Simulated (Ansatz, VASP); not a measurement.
## BeTe: VASP beside Ansatz

```
Be Te
1.0
     0.00000    2.77000    2.77000
     2.77000    0.00000    2.77000
     2.77000    2.77000    0.00000
Be Te
1 1
Direct
  0.00000 0.00000 0.00000
  0.75000 0.75000 0.75000
```

Alike in both runs: task single point; functional PBE; k mesh 10 × 10 × 10; occupations gaussian, width 0.05 eV; no spin polarisation.

```csv
,VASP,Ansatz
version,VASP 6.6.1,Ansatz 0.2.0
potentials or method,"VASP PAW PBE potentials, release 64 (Be, Te)","scalar-relativistic, plane waves, PAW"
plane-wave cutoff (eV),520,420
valence electrons in the cell,8,18
```

VASP gave:

```
gap on the k mesh at the Fermi level (eV) : 1.85
least direct gap on the mesh (eV)         : 3.56
pressure (GPa)                            : 4.4
```

**Question.** Estimate Ansatz's values.

**Answer.** gap on the k mesh at the Fermi level (eV): 1.86; least direct gap on the mesh (eV): 3.59; pressure (GPa): 4.3.

With one functional, cell and mesh, what is left measures potentials, basis and numerics. The two sets of potentials don't hold the same shells in valence.

Caveats: spin-orbit coupling is left out, which moves the levels of the heavy elements. A k mesh can miss the band edges.
